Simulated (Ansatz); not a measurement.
# InSe (P-6m2) in Ansatz: further runs

Aim: see how the results for InSe move with the level of theory and the settings. Levels: BLYP+D4, PBE. Tasks: relaxation of cell and atoms, single point.

Program: Ansatz 0.2.0. These are calculated values, not measurements. Logs are shortened: lines on timing, memory, paths and dates and some standing lists are left out, and cuts for length are marked.

### 1 The structure

It takes space group P-6m2 (No. 187, hexagonal). The conventional cell has a = 4.047 Å, b = 4.047 Å, c = 18.052 Å, α = 90.00°, β = 90.00°, γ = 120.00°. In (site symmetry 3m) has 3 Se at 2.65 Å and 1 In at 2.79 Å as nearest neighbours. In (site symmetry 3m) has 3 Se at 2.65 Å and 1 In at 2.79 Å as nearest neighbours. Se (site symmetry 3m) is surrounded by 3 In at 2.65 Å. Around Se (site symmetry 3m) lie 3 In at 2.65 Å.

Measurements of this composition are mostly on another form, of space group No. 160.

### 2 Relaxation of cell and atoms, BLYP+D4

input.yaml reads:

```yaml
crystal:
  lattice:
    - [4.0473293151, 0.0, 0.0]
    - [-2.0236646576, 3.5050900044, 0.0]
    - [0.0, 0.0, 18.05206491]
  atoms:
    - { symbol: In, position: [0.3333333333, 0.6666666667, 0.07739049] }
    - { symbol: In, position: [0.3333333333, 0.6666666667, 0.92260951] }
    - { symbol: In, position: [0.0, 0.0, 0.42260632] }
    - { symbol: In, position: [0.0, 0.0, 0.57739368] }
    - { symbol: Se, position: [0.3333333333, 0.6666666667, 0.35298428] }
    - { symbol: Se, position: [0.3333333333, 0.6666666667, 0.64701572] }
    - { symbol: Se, position: [0.6666666667, 0.3333333333, 0.14699993] }
    - { symbol: Se, position: [0.6666666667, 0.3333333333, 0.85300007] }
hamiltonian:
  xc: blyp
  pseudopotentials: { kind: paw }
  dispersion: d4
kpoints:
  mp_grid: { grid: [8, 8, 2] }
scf:
  occupations: { method: fermi_dirac, width: 0.05 }
output:
  forces: true
  stress: true
  eigenvalues: true
relax:
  f_tol: 0.01
  max_steps: 40
  cell: { stress_tol: 0.05 }
```

Potentials or basis: Ansatz PAW.

Run with:

```
ansatz run input.yaml --threads 4 --pin off --max-ram 11264MiB --backend cpu --events-out ev --progress --plain --runs-dir out
```

Output:

```text
Warning: RAYON_NUM_THREADS=4 ignored (pool sized by the plan → 4); use --threads N
Engine: ansatz 0.2.0, aarch64-unknown-linux-gnu
Pseudopotentials: kind: paw
Pseudopotential: In, paw, valence charge 13, recommended cutoff 420 eV (normal), In.paw.azcp
Pseudopotential: Se, paw, valence charge 16, recommended cutoff 420 eV (normal), Se.paw.azcp
Functional definition: BLYP
  parameter beta = 0.0042
  parameter a = 0.04918
  parameter b = 0.132
  parameter c = 0.2533
  parameter d = 0.349
  exchange = b88_x(beta = beta)
  correlation = lyp_c(a = a, b = b, c = c, d = d)
Crystal: 8 atoms, lattice volume = 256.091 Å³
Basis set: ecut = 420 eV, 4981 PW (Γ), exchange–correlation on 60×60×250 points (8 copies of the dense FFT grid, shifted against one another)
Bands: 70, of which v1, the nominal top of the filled ones, is band 58 counted from 1 (57 counted from 0)
Symmetry: 12 space group operations
Space group: P-6m2 (ITA 187), of the structure as read, at distance tolerance 6.4e-5 Å
k-points: 20 of 128 (time reversal used)
Non-local potential: In, projectors of the file, l = 0: 2, l = 1: 2, l = 2: 2, l = 3: 2
Non-local potential: Se, projectors of the file, l = 0: 2, l = 1: 2, l = 2: 3, l = 3: 1
PAW form: soft (Blöchl's): semilocal exchange-correlation on the pseudo side does not see the compensation charge
PAW frozen core: In, regenerated for the run's functional, and the local potential with it (the file was generated under x = pbe(κ = 0.804, μ = 0.2195149727645171), c = pbe(β = 0.06672455060314922))
PAW frozen core: Se, regenerated for the run's functional, and the local potential with it (the file was generated under x = pbe(κ = 0.804, μ = 0.2195149727645171), c = pbe(β = 0.06672455060314922))
PAW one-centre angular grid: In, 590 points (default); XC on 64 Gauss nodes
PAW one-centre angular grid: Se, 590 points (default); XC on 64 Gauss nodes
Initial density: superposition of atomic densities (neutral atoms: chi_scale 0, normalization atom), corrected by the library's trained network
Initial wavefunctions: pseudopotential atomic-orbital guess
Functional: x = b88, c = lyp
SCF iter   1: F=—  HF=-44384.787814 eV  |F-HF|=—  |Δ(HF+E_count)|=         —  Δρ=4.83e-3  dr2=6.02e-2  ethr=1.77e-3  ⟨swp⟩=6.0  Hψ=5504  notcnv=0  defer=2
preconditioner: auto → Resta (q_TF=auto, 2.391 Å⁻¹)  ε∞=3.1  [insulator: Δε(μ)=0.676 eV  Ē_g=13.933 eV  σ=0.050 eV  W_gap=1.00  n_scr=66 (ndim 8)  ℏωp=20.2 eV  f_vac=0.164  D(μ)=0.00/eV (n_scr^D=0)  ε∞_Penn≈3.1]
SCF iter   2: F=—  HF=-44384.776840 eV  |F-HF|=—  |Δ(HF+E_count)|=   1.10e-2  Δρ=2.03e-3  dr2=7.18e-3  ethr=5.19e-5  ⟨swp⟩=2.0  Hψ=1799  notcnv=0  defer=119
SCF iter   3: F=—  HF=-44384.776012 eV  |F-HF|=—  |Δ(HF+E_count)|=   8.28e-4  Δρ=8.32e-4  dr2=1.73e-3  ethr=6.19e-6  ⟨swp⟩=3.0  Hψ=2417  notcnv=0  defer=119
SCF iter   4: F=—  HF=-44384.775900 eV  |F-HF|=—  |Δ(HF+E_count)|=   1.13e-4  Δρ=1.43e-4  dr2=6.75e-5  ethr=1.49e-6  ⟨swp⟩=2.0  Hψ=1563  notcnv=0  defer=119
SCF iter   5: F=—  HF=-44384.775892 eV  |F-HF|=—  |Δ(HF+E_count)|=   7.92e-6  Δρ=3.83e-5  dr2=5.25e-6  ethr=5.82e-8  ⟨swp⟩=2.1  Hψ=2329  notcnv=0  defer=119
SCF iter   6: F=—  HF=-44384.775895 eV  |F-HF|=—  |Δ(HF+E_count)|=   3.42e-6  Δρ=1.21e-5  dr2=5.00e-7  ethr=4.52e-9  ⟨swp⟩=2.0  Hψ=2440  notcnv=0  defer=119
SCF iter   7: F=-44384.775896 eV  HF=-44384.775896 eV  |F-HF|=1.13e-8  |Δ(HF+E_count)|=   5.00e-7  Δρ=3.56e-6  dr2=3.82e-8  ethr=8.62e-11  ⟨swp⟩=9.6  Hψ=6631  notcnv=0
SCF 1 converged in 7 iterations: F = -44384.775896 eV  dr2 = 3.82e-8
[... 68 lines left out ...]
SCF 6 converged in 7 iterations: F = -44385.077150 eV  dr2 = 3.91e-9
relax step   6: F+E_penalty+E_count = -44385.07714954 eV  Δ(F+E_penalty+E_count) = -1.009e-3 eV  max|allowed force component| = 7.167e-3 eV/Å  Δτ_max = 0.0064 Å  P = -0.027 GPa  Ω = 237.694 Å³  energy of the carried Pulay correction = +2.646e-3 eV  (7 SCF iters, dr2 threshold 1.17e-7 eV, accepted)
Basis set: ecut = 420 eV, 4627 PW (Γ), exchange–correlation on 60×60×240 points (8 copies of the dense FFT grid, shifted against one another)
Initial wavefunctions: pseudopotential atomic-orbital guess (no wavefunctions were taken with the density)
iter 1 solved again at ethr=6.45e-8 eV; its pass at ethr=3.10e-3 eV (dr2=7.48e-5 eV) is discarded
SCF iter   1: F=—  HF=-44385.071669 eV  |F-HF|=—  |Δ(HF+E_count)|=         —  Δρ=2.03e-4  dr2=4.62e-6  ethr=6.45e-8  ⟨swp⟩=3.0  Hψ=9139  notcnv=0
preconditioner: auto → LDOS  [insulator: Δε(μ)=0.892 eV  Ē_g=13.860 eV  σ=0.050 eV  W_gap=0.54  n_scr=66 (ndim 8)  ℏωp=21.0 eV  f_vac=0.096  D(μ)=0.21/eV (n_scr^D=2)  ε∞_Penn≈3.3  β→1.0]
SCF iter   2: F=—  HF=-44385.075229 eV  |F-HF|=—  |Δ(HF+E_count)|=   3.56e-3  Δρ=2.44e-5  dr2=2.04e-6  ethr=3.98e-9  ⟨swp⟩=2.1  Hψ=2564  notcnv=0
SCF iter   3: F=—  HF=-44385.075225 eV  |F-HF|=—  |Δ(HF+E_count)|=   4.88e-6  Δρ=1.49e-5  dr2=2.35e-6  ethr=1.76e-9  ⟨swp⟩=2.0  Hψ=2561  notcnv=0
SCF iter   4: F=—  HF=-44385.075228 eV  |F-HF|=—  |Δ(HF+E_count)|=   3.60e-6  Δρ=6.24e-6  dr2=1.23e-7  ethr=1.76e-9  ⟨swp⟩=2.1  Hψ=1699  notcnv=0
SCF iter   5: F=—  HF=-44385.075228 eV  |F-HF|=—  |Δ(HF+E_count)|=   3.58e-7  Δρ=2.11e-6  dr2=1.18e-8  ethr=1.06e-10  ⟨swp⟩=2.0  Hψ=2561  notcnv=0
SCF iter   6: F=—  HF=-44385.075229 eV  |F-HF|=—  |Δ(HF+E_count)|=   1.05e-7  Δρ=4.30e-7  dr2=5.09e-10  ethr=1.02e-11  ⟨swp⟩=2.0  Hψ=2561  notcnv=0
SCF iter   7: F=-44385.075229 eV  HF=-44385.075229 eV  |F-HF|=3.64e-11  |Δ(HF+E_count)|=   4.82e-9  Δρ=6.58e-8  dr2=1.72e-11  ethr=1.00e-12  ⟨swp⟩=3.0  Hψ=5420  notcnv=0
SCF 7 converged in 7 iterations: F = -44385.075229 eV  dr2 = 1.72e-11
relax step   7: F+E_penalty+E_count = -44385.07522860 eV  Δ(F+E_penalty+E_count) = +1.921e-3 eV  max|allowed force component| = 6.859e-3 eV/Å  Δτ_max = 0.0000 Å  P = -0.032 GPa  Ω = 237.694 Å³  stress off target by 3.86e-2 GPa  SCF on the basis re-selected at this cell (its energy is not comparable with the rows above)  (7 SCF iters)
basis re-selected at this cell: Δ(F+E_penalty+E_count) = +1.921e-3 eV, ΔP = -0.005 GPa vs the last step (what re-selecting the basis moved, of the pressure what is left beyond the Pulay correction that the steps carried, after the strain that the cell walked since its last selection, with what the two solves' SCF thresholds leave and, on support functions, any second-order correction that the steps lacked; it is no measure of the basis error at this ecutwfc). The dense FFT grid was sized anew with the basis: this SCF ran on 30×30×120 points, the steps before it on 30×30×125, so part of this shift can come from that change (see relax.cell in the input reference). This SCF's stress stands 3.86e-2 GPa from its target on what of the cell is left free (relax.cell.stress_tol is 5.00e-2 GPa) and its largest allowed force component is 6.86e-3 eV/Å (relax.f_tol is 1.00e-2 eV/Å): within both
SCF converged after 7 iterations
Free energy (F): -44385.075229 eV
Harris-Foulkes:  -44385.075229 eV  (|F-HF|=3.64e-11)
Internal energy: -44385.073459 eV  (E = F + TS)
E sigma→0 (E₀):  -44385.074344 eV
Entropy (-TS):   -0.001769 eV (-0.221 meV/atom)
Fermi energy:    7.618463 eV
--- Per-component energies (eV) ---
  E_band       = -1798.097173
  E_kinetic    = 1449.565380
  E_local      = -15802.829957  (includes V_loc(G=0)·N_el)
  E_nonlocal   = -933.551291
  E_hartree    = 7293.101662
  E_xc         = -1264.969206
  E_vxc        = -773.489322  (∫ρ·V_xc dr)
  E_paw        = -24386.384041  (= ΣΔE_a)
  E_vpaw       = -323.992720  (= ΣTr[D̂ρ^β])
  E_aug_tail   = -0.002392  (compensation charges beyond the density's cutoff)
  E_ewald      = -10735.484002
  E_disp       = -4.808506  (pairwise vdW)
  E_core_change = 0.288894  (= ΣΔE_core)
  E_smearing   = -0.001769  (= −TS)
  E_closure    = 0.000000  (closes the sum)
  Σ components = -44385.075229   (vs F -44385.075229, Δ=0.00e0)
--- Forces (eV/Å), atoms counted from 1 ---
  atom   1  In    -0.00000000    -0.00000000     0.00005250
  atom   2  In    -0.00000000    -0.00000000    -0.00005250
  atom   3  In    -0.00000000    -0.00000000    -0.00058328
  atom   4  In    -0.00000000    -0.00000000     0.00058328
  atom   5  Se     0.00000000     0.00000000     0.00685937
  atom   6  Se     0.00000000     0.00000000    -0.00685937
  atom   7  Se     0.00000000     0.00000000    -0.00615332
  atom   8  Se     0.00000000     0.00000000     0.00615332
  max |Σ_I F_I| component: 5.32e-17 eV/Å
--- Stress (GPa, compression-positive) ---
       -0.038598       0.000000       0.000000
       -0.000000      -0.038598      -0.000000
        0.000000      -0.000000      -0.017395
  P = ⅓ Tr σ = -0.0315 GPa (-0.315 kbar)
--- Band table (eV; the first three rows and the last of 20) ---
  k-point 0: bands = ["-39.9310", "-39.9310", "-39.9310", "-39.9310", "-39.9292", "-39.9292", "-39.9292", "-39.9292", "-39.9016", "-39.9016", "-39.9016", "-39.9016", "-39.8981", "-39.8981", "-39.8981", "-39.8981", "-39.8907", "-39.8907", "-39.8867", "-39.8867", "-7.3442", "-7.3310", "-7.1582", "-7.1582", "-7.1443", "-7.1443", "-7.0733", "-7.0733", "-7.0722", "-7.0722", "-7.0598", "-7.0598", "-7.0580", "-7.0580", "-6.9046", "-6.9046", "-6.8898", "-6.8898", "-6.8692", "-6.8561", "-5.9590", "-5.8447", "-5.5798", "-5.4510", "1.2585", "1.6273", "3.2595", "4.1494", "5.9636", "5.9974", "5.9974", "6.0664", "6.0664", "6.2573", "6.2573", "6.3371", "6.3371", "7.5797", "7.6110", "9.1241", "9.4531", "9.5440", "11.4847", "11.4847", "11.5989", "11.5989", "12.6034", "12.7518", "12.7518", "12.9216"]
  k-point 1: bands = ["-39.9310", "-39.9310", "-39.9310", "-39.9310", "-39.9292", "-39.9292", "-39.9292", "-39.9292", "-39.9016", "-39.9016", "-39.9016", "-39.9016", "-39.8981", "-39.8981", "-39.8981", "-39.8981", "-39.8907", "-39.8907", "-39.8867", "-39.8867", "-7.3442", "-7.3310", "-7.1582", "-7.1582", "-7.1443", "-7.1443", "-7.0733", "-7.0733", "-7.0722", "-7.0722", "-7.0598", "-7.0598", "-7.0580", "-7.0580", "-6.9046", "-6.9046", "-6.8898", "-6.8898", "-6.8685", "-6.8569", "-5.9120", "-5.9096", "-5.5066", "-5.5064", "1.4133", "1.4256", "3.6779", "3.6810", "6.0253", "6.0253", "6.0285", "6.0285", "6.3001", "6.3001", "6.3043", "6.3043", "6.5313", "6.5894", "8.5193", "8.6487", "9.5019", "9.5565", "11.5309", "11.5309", "11.5470", "11.5470", "12.8294", "12.8294", "12.8469", "12.8469"]
  k-point 2: bands = ["-39.9310", "-39.9310", "-39.9310", "-39.9310", "-39.9292", "-39.9292", "-39.9292", "-39.9292", "-39.9016", "-39.9016", "-39.9016", "-39.9016", "-39.8981", "-39.8981", "-39.8981", "-39.8981", "-39.8906", "-39.8906", "-39.8867", "-39.8867", "-7.3428", "-7.3298", "-7.2012", "-7.1858", "-7.1570", "-7.1430", "-7.1227", "-7.1079", "-7.0760", "-7.0650", "-7.0643", "-7.0618", "-7.0508", "-7.0507", "-6.9304", "-6.9157", "-6.9057", "-6.8909", "-6.8306", "-6.8171", "-5.8125", "-5.7057", "-5.4545", "-5.3336", "1.3531", "1.6370", "3.3245", "3.7975", "5.1547", "5.3031", "5.4668", "5.8017", "5.8886", "5.9598", "6.1145", "6.2166", "6.4355", "7.4554", "8.5028", "9.2834", "10.0339", "10.0784", "10.9857", "11.1019", "11.6049", "11.7536", "12.1562", "12.4983", "12.9041", "13.0101"]
  k-point 19: bands = ["-39.9309", "-39.9309", "-39.9309", "-39.9309", "-39.9291", "-39.9291", "-39.9291", "-39.9291", "-39.9016", "-39.9016", "-39.9016", "-39.9016", "-39.8982", "-39.8982", "-39.8981", "-39.8981", "-39.8905", "-39.8905", "-39.8866", "-39.8866", "-7.4178", "-7.4074", "-7.3227", "-7.3140", "-7.2912", "-7.2780", "-7.1741", "-7.1599", "-7.0768", "-7.0627", "-7.0328", "-7.0225", "-7.0187", "-7.0086", "-6.9424", "-6.9278", "-6.9259", "-6.9111", "-6.7494", "-6.7346", "-4.6901", "-4.6890", "-4.6060", "-4.6044", "1.2851", "1.2947", "2.1060", "2.1273", "3.7920", "3.8362", "4.1068", "4.1782", "4.8260", "4.9092", "5.3608", "5.4255", "5.8573", "6.0666", "9.2196", "9.3282", "9.7725", "9.7870", "10.8313", "10.9070", "11.8688", "12.1167", "12.4903", "12.5620", "13.5615", "13.6002"]
--- Relaxed structure (6 steps of the walk, 6 accepted, 1 SCFs on fresh bases) ---
  F+E_penalty+E_count = -44385.07522860 eV   max|allowed force component| = 6.859e-3 eV/Å   (the final SCF, on the basis selected at the relaxed cell)
  cell:  # Å, volume = 237.6938 Å³
    - [4.096526493474116, 2.9218361560462526e-11, 0.0]
    - [-2.0482632467623616, 3.5476960106099615, 0.0]
    - [0.0, 0.0, 16.355196890080084]
  atoms:
    - { symbol: In, position: [0.3333333333333333, 0.6666666666666665, 0.08579827428065799] }
    - { symbol: In, position: [0.3333333333333333, 0.6666666666666665, 0.9142017257193424] }
    - { symbol: In, position: [-1.8503717076008884e-17, -3.238150488543893e-17, 0.4142194509917801] }
    - { symbol: In, position: [-1.8503717076008884e-17, -3.238150488543893e-17, 0.5857805490082199] }
    - { symbol: Se, position: [0.3333333333333333, 0.6666666666666665, 0.33671622402264395] }
    - { symbol: Se, position: [0.3333333333333333, 0.6666666666666665, 0.6632837759773561] }
    - { symbol: Se, position: [0.6666666666666667, 0.33333333333333326, 0.16357682245777366] }
    - { symbol: Se, position: [0.6666666666666667, 0.33333333333333326, 0.8364231775422264] }
```

Run time: 86 s. Hardware: 4 threads of Arm Neoverse V1, shared host; peak memory 0.87 GiB.

What came out:

```
Free energy                            : -44385.0752 eV
Relaxed volume                         : 29.71 Å³/atom
Relaxed cell                           : a = 4.097 Å, b = 4.097 Å, c = 16.355 Å, α = 90.00°, β = 90.00°, γ = 120.00°
Space group after relaxing (to 0.05 Å) : P-6m2 (No. 187)
Energy gained by relaxing              : 37.4 meV/atom
Ionic steps                            : 7
Pressure after relaxing                : 0.0 GPa
Largest force after relaxing           : 0.007 eV/Å
Band gap on the k mesh                 : none (metal or under the smearing width)
```

Forces in eV/Å, atoms in the order of the input:
```
In   0.000  0.000  0.000
In   0.000  0.000  0.000
In   0.000  0.000 -0.001
In   0.000  0.000  0.001
Se   0.000  0.000  0.007
Se   0.000  0.000 -0.007
Se   0.000  0.000 -0.006
Se   0.000  0.000  0.006
```

Step by step:
```csv
step,energy change (eV),largest force (eV/Å),volume (Å³)
1,0.0000,0.4610,256.09
2,-0.1370,0.3445,251.51
3,-0.2791,0.1510,240.05
4,-0.2925,0.1758,234.45
5,-0.3002,0.0046,238.84
6,-0.3013,0.0072,237.69
7,-0.2993,0.0069,237.69
```

Final structure:
```
In Se
1.0
     4.09653    0.00000    0.00000
    -2.04826    3.54770    0.00000
     0.00000    0.00000   16.35520
In Se
4 4
Direct
  0.33333 0.66667 0.08580
  0.33333 0.66667 0.91420
  0.00000 0.00000 0.41422
  0.00000 0.00000 0.58578
  0.33333 0.66667 0.33672
  0.33333 0.66667 0.66328
  0.66667 0.33333 0.16358
  0.66667 0.33333 0.83642
```

Caveat: the plane-wave basis is chosen anew once the cell has moved, so the energies of steps on either side of that aren't comparable; the PAW data sets come from PBE, with cores solved anew for the run's functional, which leaves a small shift of forces and pressure.

### 3 Single point, PBE

Edit input.yaml of step 2 so:

```diff
@@ -15,5 +15,4 @@
 hamiltonian:
-  xc: blyp
+  xc: pbe
   pseudopotentials: { kind: paw }
-  dispersion: d4
 kpoints:
@@ -21,3 +20,3 @@
 scf:
-  occupations: { method: fermi_dirac, width: 0.05 }
+  occupations: { method: gaussian, width: 0.015 }
 output:
@@ -26,5 +25 @@
   eigenvalues: true
-relax:
-  f_tol: 0.01
-  max_steps: 40
-  cell: { stress_tol: 0.05 }
```

Potentials or basis: Ansatz PAW.

Run with:

```
ansatz run input.yaml --threads 4 --pin off --max-ram 11264MiB --backend cpu --events-out ev --progress --plain --runs-dir out
```

Output:

```text
Warning: RAYON_NUM_THREADS=4 ignored (pool sized by the plan → 4); use --threads N
[... 73 lines left out ...]
  k-point 2: bands = ["-41.2389", "-41.2389", "-41.2389", "-41.2389", "-41.2352", "-41.2352", "-41.2352", "-41.2352", "-41.2039", "-41.2039", "-41.2039", "-41.2039", "-41.2002", "-41.2002", "-41.2002", "-41.2002", "-41.1911", "-41.1911", "-41.1875", "-41.1875", "-8.5964", "-8.5936", "-8.4567", "-8.4535", "-8.4063", "-8.4036", "-8.3862", "-8.3827", "-8.3197", "-8.3169", "-8.3153", "-8.3126", "-8.3083", "-8.3056", "-8.1713", "-8.1683", "-8.1408", "-8.1380", "-8.0710", "-8.0681", "-6.9922", "-6.9222", "-6.8598", "-6.7863", "0.1591", "0.2777", "2.2332", "2.5124", "4.0069", "4.1097", "4.1578", "4.4171", "4.6676", "4.7271", "4.7650", "4.8279", "5.2117", "5.8684", "7.4729", "7.9559", "8.8308", "8.8779", "9.7549", "9.8475", "10.5596", "10.5962", "11.0264"]
  k-point 19: bands = ["-41.2388", "-41.2388", "-41.2387", "-41.2387", "-41.2351", "-41.2351", "-41.2350", "-41.2350", "-41.2039", "-41.2039", "-41.2039", "-41.2039", "-41.2003", "-41.2003", "-41.2003", "-41.2003", "-41.1910", "-41.1910", "-41.1873", "-41.1873", "-8.7088", "-8.7061", "-8.6158", "-8.6131", "-8.5328", "-8.5299", "-8.4237", "-8.4210", "-8.3206", "-8.3178", "-8.2740", "-8.2712", "-8.2671", "-8.2643", "-8.1819", "-8.1791", "-8.1631", "-8.1603", "-7.9753", "-7.9723", "-5.8762", "-5.8730", "-5.8085", "-5.8053", "-0.0145", "-0.0125", "0.7729", "0.7738", "2.4494", "2.4567", "2.7827", "2.7948", "3.5937", "3.5959", "4.1077", "4.1308", "4.4804", "4.5140", "8.1227", "8.1323", "8.5458", "8.5493", "9.5741", "9.6061", "10.6035", "10.6897", "11.4286"]
```

Wall time 8.4 s (4 threads of Arm Neoverse V1, shared host); peak memory 0.83 GiB.

Results:

| Property | Result |
| --- | --- |
| Free energy | -44271.8634 eV |
| Pressure | 1.4 GPa |
| Largest force | 0.239 eV/Å |
| Band gap on the k mesh | 0.73 eV, direct |

Forces on the atoms (eV/Å):
```
In   0.000  0.000 -0.097
In   0.000  0.000  0.097
In   0.000  0.000  0.096
In   0.000  0.000 -0.096
Se   0.000  0.000 -0.238
Se   0.000  0.000  0.238
Se   0.000  0.000  0.239
Se   0.000  0.000 -0.239
```

Levels at points of the mesh, in eV from the valence-band top:
```csv
k point,band 56,band 57,band 58,band 59,band 60,band 61
"(0.00, 0.00, 0.00)",-0.95,-0.94,0.00,0.73,1.51,2.25
"(0.00, 0.00, -0.50)",-0.96,-0.55,-0.54,1.19,1.21,2.27
"(0.00, -0.50, 0.00)",-1.86,-1.44,-1.32,1.72,1.73,1.95
"(0.00, -0.50, -0.50)",-1.89,-1.38,-1.34,1.63,1.71,1.94
```

Caveat: spin-orbit coupling is left out, which moves the levels of the heavy elements; this functional lacks dispersion, which binds the layers, so the pressure and a relaxed spacing across them are unreliable. A hybrid or GW would open this gap; PBE tends to underestimate it.
